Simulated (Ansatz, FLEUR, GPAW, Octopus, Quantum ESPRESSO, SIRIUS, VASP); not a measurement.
## BAs: programs and potentials compared

```
As B
1.0
     0.00000    2.38850    2.38850
     2.38850    0.00000    2.38850
     2.38850    2.38850    0.00000
As B
1 1
Direct
  0.75000 0.75000 0.75000
  0.00000 0.00000 0.00000
```

Alike in all runs: task single point; functional PBEsol; k mesh 10 × 10 × 10; occupations fermi-dirac, width 0.05 eV; no spin polarisation; no spin-orbit coupling. Pressure is positive in compression and, in plane waves, holds the error of the finite cutoff, which Ansatz's Pulay term estimates and takes out.

```tsv
program and potentials	plane-wave cutoff (eV)	notes	band gap (eV)	pressure (GPa)
Ansatz, Ansatz PAW	420	potentials made for PBE, which Ansatz adapts in part; 9 valence electrons an atom on average; Pulay term of +0.09 GPa included	1.09	-0.80
GPAW, PAW data sets generated for this functional	800	4 valence electrons an atom on average	1.08	-0.28
Octopus, pseudodojo_pbesol (PseudoDojo 0.4, PBEsol)	-	9 valence electrons an atom on average	1.10	-
SIRIUS, all-electron FP-LAPW, apw+lo standard	-	-	1.09	-
SIRIUS, PseudoDojo 0.4.1 PBEsol standard (scalar relativistic)	1152	9 valence electrons an atom on average	1.10	-0.71
FLEUR, all-electron, FLAPW	-	-	1.09	-
Ansatz, all-electron LAPW, scalar-relativistic	-	-	1.09	-0.83
Quantum ESPRESSO, GBRV 1.5 PBEsol	612	4 valence electrons an atom on average	1.08	0.30
VASP, PBE PAW files As, B, 520 eV	520	potentials made for PBE; 4 valence electrons an atom on average	1.08	0.06
```

The band gap spans 1.08 (VASP, PBE PAW files As, B, 520 eV) to 1.10 eV (Octopus, pseudodojo_pbesol (PseudoDojo 0.4, PBEsol)), with all-electron results at 1.09. The pressure spans -0.83 (Ansatz, all-electron LAPW, scalar-relativistic) to 0.30 GPa (Quantum ESPRESSO, GBRV 1.5 PBEsol), with all-electron results at -0.83. Spin-orbit coupling, left out here, moves the band edges of heavy atoms. The gap is indirect and read on the mesh alone.

The functional is the same throughout but for its coding, so the spread measures potentials, basis and numerics; runs on potential files found faulty are left out.
